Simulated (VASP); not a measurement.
These are revPBE GGA, VASP's PBE PAW potentials (set 64) (plane waves; VASP) values and carry that method's errors.

Input for VASP

**KPOINTS**
```
k-points along high-symmetry lines
10
Line-mode
Reciprocal
  0.000000   0.000000   0.000000 ! GAMMA
  0.000000   0.500000   0.000000 ! X

  0.000000   0.500000   0.000000 ! X
  0.500000   0.500000   0.000000 ! M

  0.500000   0.500000   0.000000 ! M
  0.000000   0.000000   0.000000 ! GAMMA

  0.000000   0.000000   0.000000 ! GAMMA
  0.000000   0.000000   0.500000 ! Z

  0.000000   0.000000   0.500000 ! Z
  0.000000   0.500000   0.500000 ! R

  0.000000   0.500000   0.500000 ! R
  0.500000   0.500000   0.500000 ! A

  0.500000   0.500000   0.500000 ! A
  0.000000   0.000000   0.500000 ! Z

  0.000000   0.500000   0.000000 ! X
  0.000000   0.500000   0.500000 ! R

  0.500000   0.500000   0.000000 ! M
  0.500000   0.500000   0.500000 ! A
```

**INCAR**
```
SYSTEM = MgF2
PREC = Accurate; ENCUT = 520; LREAL = .FALSE.
LASPH = .TRUE.; ICHARG = 11
EDIFF = 1E-7; NELM = 100; ALGO = Normal
ISMEAR = 0; SIGMA = 0.05
GGA = RE
LWAVE = .FALSE.; LCHARG = .FALSE.; LORBIT = 11
```

File POSCAR:
```
MgF2
1.0
  4.7429325188   0.0000000000   0.0000000000
  0.0000000000   4.7429325188   0.0000000000
  0.0000000000   0.0000000000   3.1196845529
Mg F
2 4
direct
  1.0000000000   0.0000000000   0.0000000000
  0.5000000000   0.5000000000   0.5000000000
  0.3035778638   0.3035778638   0.0000000000
  0.8035778638   0.1964221362   0.5000000000
  0.1964221362   0.8035778638   0.5000000000
  0.6964221362   0.6964221362   0.0000000000
```

POTCAR, in this order: Mg F (PBE.64 set). Program: vasp_std. Read from the step before: CHGCAR.

The resulting files:

OUTCAR:
```
 ion  position               nearest neighbor table
   1  0.000  0.000  0.000-   3 2.04   6 2.04   5 2.04   4 2.04   4 2.04   5 2.04
   2  0.500  0.500  0.500-   4 2.04   5 2.04   3 2.04   6 2.04   3 2.04   6 2.04
   3  0.304  0.304  0.000-   1 2.04   2 2.04   2 2.04
   4  0.804  0.196  0.500-   2 2.04   1 2.04   1 2.04
   5  0.196  0.804  0.500-   2 2.04   1 2.04   1 2.04
   6  0.696  0.696  0.000-   1 2.04   2 2.04   2 2.04
  LATTYP: Found a simple tetragonal cell.
 ALAT       =     4.7429325188
 C/A-ratio  =     0.6577543620
 Subroutine PRICEL returns:
 Original cell was already a primitive cell.
 Subroutine GETGRP returns: Found 16 space group operations
The static configuration has the point symmetry D_2h.
 The point group associated with its full space group is D_4h.
The dynamic configuration has the point symmetry D_2h.
 Subroutine INISYM returns: Found 16 space group operations
   k-points           NKPTS =     90   k-points in BZ     NKDIM =     90   number of bands    NBANDS=     20
   number of dos      NEDOS =    301   number of ions     NIONS =      6
   total plane-waves  NPLWV =  31104
   dimension x,y,z NGX =    36 NGY =   36 NGZ =   24
   dimension x,y,z NGXF=    72 NGYF=   72 NGZF=   48
   ions per type =               2   4
   PREC   = accura    normal or accurate (medium, high low for compatibility)
   ISTART =      0    job   : 0-new  1-cont  2-samecut
   ICHARG =     11    charge: 1-file 2-atom 10-const
   ISPIN  =      1    spin polarized calculation?
   LNONCOLLINEAR =      F non collinear calculations
   LSORBIT =      F    spin-orbit coupling
   INIWAV =      1    electr: 0-lowe 1-rand  2-diag
   ENCUT  =  520.0 eV  38.22 Ry    6.18 a.u.   8.82  8.82  5.80*2*pi/ulx,y,z
   NELM   =    100;   NELMIN=  2; NELMDL= -5     # of ELM steps
   EDIFF  = 0.1E-06   stopping-criterion for ELM
   LREAL  =      F    real-space projection
   NLSPLINE    = F    spline interpolate recip. space projectors
   LMAXMIX     =    2 max onsite mixed and CHGCAR
   VOSKOWN=      0    Vosko Wilk Nusair interpolation
   EDIFFG = 0.1E-05   stopping-criterion for IOM
   NSW    =      0    number of steps for IOM
   NBLOCK =      1;   KBLOCK =      1    inner block; outer block
...
```

OSZICAR:
```
       N       E                     dE             d eps       ncg     rms          rms(c)
DAV:   1     0.203065786474E+03    0.20307E+03   -0.17646E+04  3688   0.148E+03
DAV:   2    -0.198671832516E+02   -0.22293E+03   -0.21502E+03  4820   0.325E+02
DAV:   3    -0.299290662077E+02   -0.10062E+02   -0.10031E+02  4236   0.732E+01
DAV:   4    -0.300016734817E+02   -0.72607E-01   -0.72582E-01  4060   0.712E+00
DAV:   5    -0.300022083639E+02   -0.53488E-03   -0.53486E-03  4096   0.619E-01
DAV:   6    -0.300022146909E+02   -0.63270E-05   -0.63269E-05  4100   0.640E-02
DAV:   7    -0.300022147982E+02   -0.10729E-06   -0.10734E-06  3940   0.763E-03
DAV:   8    -0.300022148004E+02   -0.21746E-08   -0.21454E-08  2664   0.105E-03
   1 F= -.30002215E+02 E0= -.30002215E+02  d E =-.201064E-20
```

**OUTCAR**
```
 val. band max:       -1.4778589020   @ k =   0.0000   0.0000   0.0000

 cond. band min:       5.3787643852   @ k =   0.0000   0.0000   0.0000



 k-point     1 :       0.0000    0.0000    0.0000
  band No.  band energies     occupation
      1     -22.0414      2.00000
      2     -21.3789      2.00000
      3     -21.3789      2.00000
      4     -21.3063      2.00000
      5      -5.2420      2.00000
      6      -3.6496      2.00000
      7      -3.3933      2.00000
      8      -3.3933      2.00000
      9      -3.2273      2.00000
     10      -3.2097      2.00000
     11      -2.6070      2.00000
     12      -2.6070      2.00000
     13      -2.1854      2.00000
     14      -1.7853      2.00000
     15      -1.7853      2.00000
     16      -1.4779      2.00000
     17       5.3788      0.00000
     18      10.5345      0.00000
     19      10.5345      0.00000
     20      11.9897      0.00000

 k-point     2 :       0.0000    0.0556    0.0000
  band No.  band energies     occupation
      1     -22.0373      2.00000
      2     -21.3897      2.00000
      3     -21.3779      2.00000
      4     -21.3015      2.00000
      5      -5.2313      2.00000
      6      -3.6510      2.00000
      7      -3.4611      2.00000
      8      -3.3735      2.00000
      9      -3.2229      2.00000
     10      -3.1499      2.00000
     11      -2.6122      2.00000
     12      -2.6038      2.00000
     13      -2.1885      2.00000
     14      -1.8105      2.00000
     15      -1.7873      2.00000
     16      -1.4847      2.00000
     17       5.4166      0.00000
     18      10.4596      0.00000
     19      10.5541      0.00000
     20      12.0152      0.00000

 k-point     3 :       0.0000    0.1111    0.0000
  band No.  band energies     occupation
      1     -22.0249      2.00000
      2     -21.4160      2.00000
      3     -21.3743      2.00000
      4     -21.2925      2.00000
      5      -5.1995      2.00000
      6      -3.6495      2.00000
...
```

The density is held fixed in this step, so its total energy and stress have no physical meaning.

The compound is MgF2 in the rutile structure. It was relaxed first, which changed the volume by +8 %.
